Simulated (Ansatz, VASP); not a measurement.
This is a calculation of PbS (Galena) for VASP 6.6.1.

Contents of INCAR:

```
ALGO = Normal
EDIFF = 1E-6
ENCUT = 520
GGA = PE
ISIF = 2
ISMEAR = -1
LASPH = True
LCHARG = True
LELF = True
LREAL = False
LVHAR = True
LWAVE = False
NBANDS = 17
NELM = 100
PREC = Accurate
SIGMA = 0.05
```

Contents of KPOINTS:

```
k-points
0
Gamma
  8 8 8
```

File POSCAR:

```
PbS
1.0
    0.0000000000      3.0047775019      3.0047775019
    3.0047775019      0.0000000000      3.0047775019
    3.0047775019      3.0047775019      0.0000000000
Pb S
1 1
Direct
    0.0000000000      0.0000000000      0.0000000000
    0.5000000000      0.5000000000      0.5000000000
```

Potentials or basis: VASP PAW PBE potentials, release 64 (Pb_d, S).

Command:

```bash
$ cat potpaw_PBE.64/Pb_d/POTCAR potpaw_PBE.64/S/POTCAR > POTCAR
$ mpirun -np 1 vasp_std > vasp.out
```

**Question.** Set up the same calculation for Ansatz 0.2.0. Potentials there: Ansatz PAW soft_1.

**Answer.** As run (the cutoff follows the program's own potentials):

The input input.yaml:

```yaml
crystal:
  lattice:
    - [0.0, 3.0047775019, 3.0047775019]
    - [3.0047775019, 0.0, 3.0047775019]
    - [3.0047775019, 3.0047775019, 0.0]
  atoms:
    - { symbol: Pb, position: [0.0, 0.0, 0.0] }
    - { symbol: S, position: [0.5, 0.5, 0.5] }
hamiltonian:
  xc: pbe
  pseudopotentials: { kind: paw, azcp: { folder: soft_1 } }
kpoints:
  mp_grid: { grid: [8, 8, 8] }
scf:
  occupations: { method: fermi_dirac, width: 0.05 }
output:
  forces: true
  stress: true
  eigenvalues: true
```

Potentials or basis: Ansatz PAW soft_1.

Launch:

```bash
$ ansatz run input.yaml --threads 1 --pin off --max-ram 3584MiB --backend cpu --events-out ev --progress --plain --runs-dir out
```

Both were run:

|  | VASP | Ansatz | Ansatz less VASP |
| --- | --- | --- | --- |
| gap on the k mesh at the Fermi level (eV) | 0.50 | 0.50 | +0.001 |
| least direct gap on the mesh (eV) | 0.50 | 0.50 | +0.001 |
| pressure (GPa) | -0.1 | 0.0 | +0.09 |

The functional is the same, so the differences come from potentials, cutoffs and numerics.

Caveats: spin-orbit coupling is left out, which as a rule narrows the gap of such compounds by several tenths of an eV. A k mesh can miss the band edges.
